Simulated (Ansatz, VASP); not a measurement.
## LiCl in VASP and in Ansatz

Contents of INCAR:

```
SYSTEM = LiCl
ALGO = Normal
EDIFF = 1E-6
ENCUT = 520
GGA = PE
ISIF = 2
ISMEAR = -1
LASPH = .True.
LCHARG = .True.
LELF = .True.
LREAL = .False.
LVHAR = .True.
LWAVE = .False.
NBANDS = 12
NELM = 100
PREC = Accurate
SIGMA = 0.02
```

File KPOINTS:

```
k-points
0
Gamma
  8 8 8
  0 0 0
```

The input POSCAR:

```
LiCl
1.0
    0.0443470373      2.5560252063      2.5560252063
    2.5560252063      0.0443470373      2.5560252063
    2.6003722436      2.6003722436      0.0000000000
Li Cl
1 1
Direct
    0.0000000000      0.0000000000      0.0000000000
    0.5000000000      0.5000000000      0.5000000000
```

Input for Ansatz:

```yaml
crystal:
  lattice:
    - [0.0443470373, 2.5560252063, 2.5560252063]
    - [2.5560252063, 0.0443470373, 2.5560252063]
    - [2.6003722436, 2.6003722436, 0.0]
  atoms:
    - { symbol: Li, position: [0.0, 0.0, 0.0] }
    - { symbol: Cl, position: [0.5, 0.5, 0.5] }
kpoints:
  mp_grid: { grid: [8, 8, 8] }
  band_path:
    path:
      - [0.0, 0.0, 0.0]
      - [0.5, 0.0, 0.5]
      - [0.625, 0.25, 0.625]
      - [0.375, 0.375, 0.75]
      - [0.5, 0.5, 0.5]
      - [0.5, 0.25, 0.75]
      - [0.052083, 0.052083, 0.104167]
    npoints: 1
hamiltonian:
  xc: pbe
scf:
  occupations: { method: fermi_dirac, width: 0.02 }
  n_extra_bands: 4
output:
  forces: true
  stress: true
  eigenvalues: true
```

Change from the starting cell: shear_xy strain +3.5%.

Alike in both runs: task single point; functional PBE; k mesh 8 × 8 × 8; occupations fermi-dirac, width 0.02 eV; no spin polarisation.

```csv
,VASP,Ansatz
version,VASP 6.6.1,Ansatz 0.2.0
potentials or method,"VASP PAW PBE potentials, release 64 (Li_sv, Cl)","plane waves, PAW"
plane-wave cutoff (eV),520,420
valence electrons in the cell,10,10
```

Ansatz gave:

| Quantity | Value |
| --- | --- |
| gap on the k mesh at the Fermi level (eV) | 6.27 |

What did VASP give for the same quantities?

gap on the k mesh at the Fermi level (eV): 6.29.

 A k mesh can miss the band edges.
